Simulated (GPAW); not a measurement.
Runs of GPAW 26.7.0 on ZnSe (Stilleite). It takes space group F-43m (No. 216, cubic). The conventional cell has a = 5.668 Å, b = 5.668 Å, c = 5.668 Å, α = 90.00°, β = 90.00°, γ = 90.00°. Around Se (site symmetry -43m) lie 4 Zn at 2.45 Å. Zn (site symmetry -43m) is surrounded by 4 Se at 2.45 Å. 

| task | level | potentials or basis | spin | cell | k mesh | smearing | eigensolver | optimizer | fmax | max steps | convergence | gap on the mesh (eV) | pressure (GPa) | relaxed volume (Å³/atom) |
| --- | --- | --- | --- | --- | --- | --- | --- | --- | --- | --- | --- | --- | --- | --- |
| relaxation of cell and atoms | revPBE+D4 | the program's PAW data sets (release 1.2.1) made for this functional, pw | off | relaxed | 8 × 8 × 8 | fermi-dirac 0.05 eV | - | FIRE | 0.01 eV/Å | 40 | density=1e-05 forces=0.0001 | 1.47 | 0.1 | 22.49 |
| band structure | M06-L | GPAW PAW data sets (gpaw-data 1.2.1), pw | SOC, no magnetisation | as given | 7 × 7 × 7 | fermi-dirac 0.05 eV | - | - | - | - | - | (a) | 2.3 | - |
| relaxation of cell and atoms | BLYP+D4 | PAW data sets generated in the run's folder for this functional, pw | off | relaxed | 8 × 8 × 8 | fermi-dirac 0.05 eV | davidson | BFGS | 0.05 eV/Å | 40 | density=1e-05 forces=0.0001 | 1.25 | 0.2 | - |
| relaxation of cell and atoms | RPBE+D3(BJ) | the program's PAW data sets (release 1.2.1) made for this functional, pw | off | relaxed | 8 × 8 × 8 | fermi-dirac 0.05 eV | - | BFGS | 0.05 eV/Å | 100 | density=1e-05 forces=0.0001 | 1.81 | 0.0 | 20.89 |
| relaxation of cell and atoms | RPBE+D4 | the program's PAW data sets (release 1.2.1) made for this functional, pw | off | relaxed to 2 GPa | 8 × 8 × 8 | fermi-dirac 0.05 eV | - | FIRE | 0.02 eV/Å | 40 | density=1e-05 forces=0.0001 | (b) | 2.1 | - |
| relaxation of cell and atoms | BLYP+D3(BJ) | PAW data sets generated in the run's folder for this functional, pw | off | relaxed | 8 × 8 × 8 | fermi-dirac 0.05 eV | davidson | LBFGS | 0.05 eV/Å | 100 | density=1e-05 forces=0.0001 | 1.30 | 0.0 | 22.47 |
| single point | LDA | the program's PAW data sets (release 1.2.1) made for this functional, pw | off | as given | 8 × 8 × 8 | gaussian 0.1 eV | - | - | - | - | - | 1.04 | -3.6 | - |

Alike in all rows: cutoff (eV) 600.

Fill in the values left out.

(a) 1.48; (b) 1.63.

Caveats: later steps reuse the first step's grids (some runs); spin-orbit coupling was added after a scalar SCF, so levels and gaps hold it while energy, forces, pressure and moments don't (some runs); this program's spin-orbit splittings come out too wide for heavy elements (some runs); the PAW data sets were made with another functional, which shifts forces and pressure a little (some runs); the relaxation stopped at its first step, so nothing moved (some runs).

A k mesh can miss the band edges, and rows without SOC leave out spin-orbit coupling on Se.

Runs at the PBE level aren't shown here.
